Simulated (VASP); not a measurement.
# Pb: relaxation of cell and atoms with BLYP

Pb:

```xyz
4
Lattice="3.5005 0.0000 0.0000 -1.7503 3.0315 0.0000 0.0000 0.0000 11.4327" Properties=species:S:1:pos:R:3 pbc="T T T"
Pb    0.0000    0.0000    0.0000
Pb    0.0000    0.0000    5.7164
Pb    0.0000    2.0210    2.8582
Pb    1.7503    1.0105    8.5745
```

The cell was built by a generator and needn't be a form met in nature.

```yaml
Program: VASP 6.6.1
Task: relaxation of cell and atoms
Functional: BLYP
Potentials_or_basis: VASP PAW PBE potentials, release 64 (Pb_d)
Cutoff: 600 eV
k_mesh: 10 × 10 × 3
Occupations: fermi-dirac, width 0.1 eV
Spin: no spin polarisation
Dipole_correction: no
Further_INCAR_settings: ALGO = Fast; EDIFF = 1e-07; IBRION = 2; EDIFFG = -0.01; NSW = 80; ISIF = 3
```

```json
{
 "Relaxed volume": "34.82 Å³/atom",
 "Relaxed cell": "a = 3.684 Å, b = 3.684 Å, c = 11.851 Å, α = 90.00°, β = 90.00°, γ = 120.00°",
 "Space group after relaxing (to 0.05 Å)": "P6_3/mmc (No. 194)",
 "Energy gained by relaxing": "75.6 meV/atom",
 "Ionic steps": "8",
 "Pressure after relaxing": "0.0 GPa",
 "Band gap on the k mesh": "none (metal or under the smearing width)"
}
```

The path:
| step | energy change (eV) | largest force (eV/Å) | pressure (GPa) | volume (Å³) |
| --- | --- | --- | --- | --- |
| 1 | 0.0000 | 0.0000 | 6.08 | 121.32 |
| 2 | -0.2946 | 0.0000 | -0.69 | 142.66 |
| 3 | -0.3015 | 0.0000 | 0.04 | 139.29 |
| 4 | -0.3015 | 0.0000 | -0.06 | 139.67 |
| 5 | -0.3019 | 0.0000 | -0.06 | 139.67 |
| 6 | -0.3024 | 0.0000 | -0.06 | 139.67 |
| 7 | -0.3025 | 0.0000 | -0.05 | 139.67 |
| 8 | -0.3025 | 0.0000 | 0.04 | 139.29 |

Final structure:
```cif
data_structure
_symmetry_space_group_name_H-M 'P 1'
_symmetry_Int_Tables_number 1
_cell_length_a 3.6839
_cell_length_b 3.6839
_cell_length_c 11.8511
_cell_angle_alpha 90.000
_cell_angle_beta 90.000
_cell_angle_gamma 120.000
_cell_volume 139.29
loop_
_atom_site_label
_atom_site_type_symbol
_atom_site_fract_x
_atom_site_fract_y
_atom_site_fract_z
_atom_site_occupancy
Pb1 Pb 0.00000 0.00000 0.00000 1
Pb2 Pb 0.00000 0.00000 0.50000 1
Pb3 Pb 0.33333 0.66667 0.25000 1
Pb4 Pb 0.66667 0.33333 0.75000 1
```

Levels at points of the mesh, in eV from the Fermi level:
```
           k point  band 24  band 25  band 26  band 27  band 28  band 29  band 30  band 31  band 32  band 33
(0.00, 0.00, 0.00)    -8.04    -3.46     0.67     0.68     4.51     4.51     5.19     5.19     5.23     5.23
(0.50, 0.00, 0.00)    -7.17    -3.37    -3.09    -2.00    -1.54     0.10     0.79     1.70     2.86     2.88
```

Run time: 13 min on 1 thread of Intel(R) Xeon(R) Platinum 8488C (Sapphire Rapids) (shared host), peak memory 0.33 GiB.

Caveat: the PAW data sets were made with another functional, which shifts forces and pressure a little. The run has no spin-orbit coupling, so splittings on Pb are missing.
